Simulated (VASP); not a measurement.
# Se (R-3) in VASP: a series of runs, part 2 of 2

VASP 6.6.1. The steps go on from the part before.

### Step 3. Relaxation of cell and atoms, PBE

This run uses another cell than the first one, of 32.91 Å³/atom, 1.196 times its volume.

The input, INCAR:

```
ALGO = Normal
EDIFF = 1E-7
EDIFFG = -0.005
ENCUT = 520
GGA = PE
IBRION = 2
ISIF = 3
ISMEAR = 0
LASPH = True
LCHARG = False
LREAL = False
LWAVE = False
NELM = 120
NSW = 60
POTIM = 0.3
PREC = Accurate
SIGMA = 0.1
```

The input, KPOINTS:

```
k-points
0
Gamma
  8 8 8
```

The input, POSCAR:

```
Se                                      
1.0
    5.5180897843      3.1858685963      1.8719762727
   -5.5180880291      3.1858716365      1.8719762727
   -0.0000017553     -6.3717402327      1.8719762727
  Se            
     6
Direct
     0.2663573143054472    0.1386428292606854    0.8854981045865898
     0.8854981045866112    0.2663573143054456    0.1386428292606662
     0.1386428292606643    0.8854981045865917    0.2663573143054665
     0.7336426856945529    0.8613571707393147    0.1145018954134100
     0.1145018954133888    0.7336426856945546    0.8613571707393338
     0.8613571707393355    0.1145018954134081    0.7336426856945334
```

Potentials or basis: VASP PAW PBE potentials, release 64 (Se).

Run with:

```bash
cat potpaw_PBE.64/Se/POTCAR > POTCAR
mpirun -np 1 vasp_std > vasp.out
```

OUTCAR:

```text
EDIFF = 1E-7
   EDIFFG = -0.005
   ENCUT = 520
   GGA = PE
   IBRION = 2
   ISIF = 3
   ISMEAR = 0
   LASPH = True
   LREAL = False
   NELM = 120
   NSW = 60
   POTIM = 0.3
   PREC = Accurate

 ion  position               nearest neighbor table
   1  0.266  0.139  0.885-   6 2.40   5 2.40
   2  0.885  0.266  0.139-   4 2.40   6 2.40
   3  0.139  0.885  0.266-   4 2.40   5 2.40
   4  0.734  0.861  0.115-   3 2.40   2 2.40
   5  0.115  0.734  0.861-   1 2.40   3 2.40
   6  0.861  0.115  0.734-   1 2.40   2 2.40

  LATTYP: Found a trigonal (rhomboedric) cell.
 ALAT       =     6.6410367222
 COS(alpha) =    -0.3808153911

  Lattice vectors:

 A1 = (   5.5180897843,   3.1858685963,   1.8719762727)
 A2 = (  -5.5180880291,   3.1858716365,   1.8719762727)
 A3 = (  -0.0000017553,  -6.3717402327,   1.8719762727)

Analysis of symmetry for initial positions (statically):
=====================================================================
 Subroutine PRICEL returns:
 Original cell was already a primitive cell.

 Routine SETGRP: Setting up the symmetry group for a
 trigonal (rhombohedral) supercell.

 Subroutine GETGRP returns: Found  6 space group operations
 (whereof  6 operations were pure point group operations)
 out of a pool of 12 trial point group operations.

The static configuration has the point symmetry S_6 .

Analysis of symmetry for dynamics (positions and initial velocities):
=====================================================================
 Subroutine PRICEL returns:
 Original cell was already a primitive cell.

 Routine SETGRP: Setting up the symmetry group for a
 trigonal (rhombohedral) supercell.

 Subroutine GETGRP returns: Found  6 space group operations
 (whereof  6 operations were pure point group operations)
 out of a pool of 12 trial point group operations.

[... 130 lines left out ...]
  Fermi-wavevector in a.u.,A,eV,Ry     =   0.928295  1.754224 11.724581  0.861732
  Thomas-Fermi vector in A             =   2.054457
   LORBIT       =      0    0 simple, 1 ext, 2 COOP (PROOUT), +10 PAW based schemes
   GGA     = PE    functional components
   LHFCALC =     F    Hartree Fock is set to
   AEXX    =    0.0000 exact exchange contribution
   IVDW    =     0    specifies the selected vdW correction
   LEPSILON=     F    determine dielectric tensor
   LRPA    =     F    only Hartree local field effects (RPA)
 conjugate gradient relaxation of ions
 non-spin polarized calculation
 Gauss-broadening in eV      SIGMA  =   0.10
  energy-cutoff  :      520.00
  volume of cell :      197.46
 maximum number of plane-waves:      5353
 NGX is ok and might be reduce to    50
   NGX = 25   NGY = 25   NGZ = 25

 number of electron      36.0000001 magnetization

 Free energy of the ion-electron system (eV)
  ---------------------------------------------------
  ext. energy  EPLUGINS =         0.00000000
  ---------------------------------------------------
  free energy    TOTEN  =       -20.89951037 eV

  energy without entropy =      -20.89951037  energy(sigma->0) =      -20.89951037

 E-fermi :   1.2156     XC(G=0):  -7.8558

 val. band max:        0.7822490734   @ k =   0.5000   0.5000   0.0000
 cond. band min:       2.3294895186   @ k =  -0.3750   0.2500   0.2500
 fundamental gap:      1.5472404452
 Fermi energy:         1.2155570197

 k-point     1 :       0.0000    0.0000    0.0000
  band No.  band energies     occupation
      1     -14.2964      2.00000
      2     -12.7301      2.00000
      3     -12.7301      2.00000
      4     -10.5511      2.00000
      5     -10.5511      2.00000
      6      -9.2954      2.00000
[... 589 lines left out ...]
     21       3.2402      0.00000
     22       3.5791      0.00000

 [... further k-points ...]

------------------------ aborting loop because EDIFF is reached ----------------------------------------

  FORCE on cell =-STRESS in cart. coord.  units (eV):
  Direction    XX          YY          ZZ          XY          YZ          ZX
  --------------------------------------------------------------------------------------
  -------------------------------------------------------------------------------------
  Total        0.0129378      0.0129378      0.0056822      0.0000003      0.0000000     -0.0000000
  in kB        0.1049790      0.1049790      0.0461062      0.0000021      0.0000000     -0.0000000
  external PRESSURE =       0.0853547 kB  Pullay stress =       0.0000000 kB

 VOLUME and BASIS-vectors are now :
 -----------------------------------------------------------------------------
  energy-cutoff  :      520.00
  volume of cell :      197.46
      direct lattice vectors                 reciprocal lattice vectors
     5.518089784  3.185868596  1.871976273     0.090611095  0.052314307  0.178064935
    -5.518088029  3.185871636  1.871976273    -0.090611066  0.052314357  0.178064935
    -0.000001755 -6.371740233  1.871976273    -0.000000029 -0.104628664  0.178064935

 POSITION                                       TOTAL-FORCE (eV/Angst)
 -----------------------------------------------------------------------------------
      0.70474     -4.35189      2.41578        -0.000389     -0.001278      0.001072
      3.41647      2.78626      2.41578         0.001301      0.000302      0.001072
     -4.12121      1.56562      2.41578        -0.000912      0.000976      0.001072
     -0.70474      4.35189      3.20015         0.000389      0.001278     -0.001072
     -3.41647     -2.78626      3.20015        -0.001301     -0.000302     -0.001072
      4.12121     -1.56562      3.20015         0.000912     -0.000976     -0.001072
 -----------------------------------------------------------------------------------
    total drift:                               -0.000000     -0.000000      0.000000

  FREE ENERGIE OF THE ION-ELECTRON SYSTEM (eV)
  ---------------------------------------------------
  free  energy   TOTEN  =       -20.8995103719 eV

  energy  without entropy=      -20.8995103719  energy(sigma->0) =      -20.89951037

 reached required accuracy - stopping structural energy minimisation
```

CONTCAR:

```text
Se
   1.00000000000000
     5.5180897842999999    3.1858685963000002    1.8719762727000000
    -5.5180880291000003    3.1858716364999999    1.8719762727000000
    -0.0000017553000000   -6.3717402326999997    1.8719762727000000
  Se
     6
Direct
     0.2663573143054450    0.1386428292606823    0.8854981045865884
     0.8854981045866097    0.2663573143054450    0.1386428292606681
     0.1386428292606610    0.8854981045865884    0.2663573143054663
     0.7336426856945550    0.8613571707393177    0.1145018954134116
     0.1145018954133903    0.7336426856945550    0.8613571707393319
     0.8613571707393390    0.1145018954134116    0.7336426856945337

  0.00000000E+00  0.00000000E+00  0.00000000E+00
  0.00000000E+00  0.00000000E+00  0.00000000E+00
  0.00000000E+00  0.00000000E+00  0.00000000E+00
  0.00000000E+00  0.00000000E+00  0.00000000E+00
  0.00000000E+00  0.00000000E+00  0.00000000E+00
  0.00000000E+00  0.00000000E+00  0.00000000E+00
```

Run time: 4.4 min. Hardware: 1 thread of Intel Xeon 6975P-C (Granite Rapids), shared host; peak memory 0.52 GiB.

Results:

| Item | Value |
| --- | --- |
| Free energy | -20.8995 eV |
| Pressure after relaxing | 0.0 GPa |
| Band gap on the k mesh | 1.55 eV, indirect (least direct gap 1.63 eV) |

Final structure:
```
Se
1.0
     5.51809    3.18587    1.87198
    -5.51809    3.18587    1.87198
     0.00000   -6.37174    1.87198
Se
6
Cartesian
  0.7047 -4.3519 2.4158
  3.4165 2.7863 2.4158
  -4.1212 1.5656 2.4158
  -0.7047 4.3519 3.2001
  -3.4165 -2.7863 3.2001
  4.1212 -1.5656 3.2001
```

Caveat: the relaxation stopped at its first step, so nothing moved.
